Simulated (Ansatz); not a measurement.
All numbers below come from DFT PBE, scalar-relativistic, plane waves, PAW (Ansatz). Several structures of Mg₂Ge₂N were relaxed, and the powder pattern of one of them was computed from 10° to 70° in 2θ (λ = 1.5406 Å; lines under 1 % are left out).

Cu Kα1 powder pattern (kinematic, no thermal factors).
2θ (°) (relative intensity): 21.84 (100), 25.63 (52), 31.08 (29), 33.92 (40), 34.74 (34), 40.50 (25), 41.42 (32), 44.53 (38), 46.48 (27), 50.13 (22), 51.92 (12), 52.09 (13), 57.69 (14), 59.85 (2), 61.76 (27), 64.51 (4), 64.81 (12), 66.33 (19), 69.27 (4)

**Question.** Which structure gives it?
A. Space group P-3m1 (No. 164), trigonal, a = 3.269 Å, c = 8.865 Å. Mg is surrounded by 3 N at 2.15 Å, 3 Mg at 2.79 Å and 3 Ge at 3.12 Å; around Ge lie 3 Ge at 2.63 Å, 3 Mg at 3.12 Å and 6 Ge at 3.27 Å; around N lie 6 Mg at 2.15 Å.
B. Space group P-6m2 (No. 187), hexagonal, a = 3.380 Å, c = 9.938 Å. Mg on its first site is surrounded by 6 Ge at 2.92 Å and 6 Mg at 3.38 Å; Ge has 4 Mg at 2.79–2.92 Å, 6 Ge at 3.38 Å and 3 N at 3.41 Å; around N lie 3 Mg at 1.95 Å, 6 N at 3.38 Å and 6 Ge at 3.41 Å; 1 more site not described.
C. Space group P4/mmm (No. 123), tetragonal, a = 4.066 Å, c = 6.676 Å. Mg has 2 N at 2.03 Å, 4 Mg at 2.87 Å and 4 Ge at 2.98 Å; Ge has 1 Ge at 2.33 Å; N has 4 Mg at 2.03 Å.

**Answer.** C. Its strongest line, at 2θ = 21.84°, has d = λ/(2 sin θ) = 4.066 Å and is the (1 0 0) reflection of the conventional P4/mmm cell with a = 4.066 Å, c = 6.676 Å. The others have their strongest lines at 37.7° (A); 30.5° (B).

The cells needn't be stable.
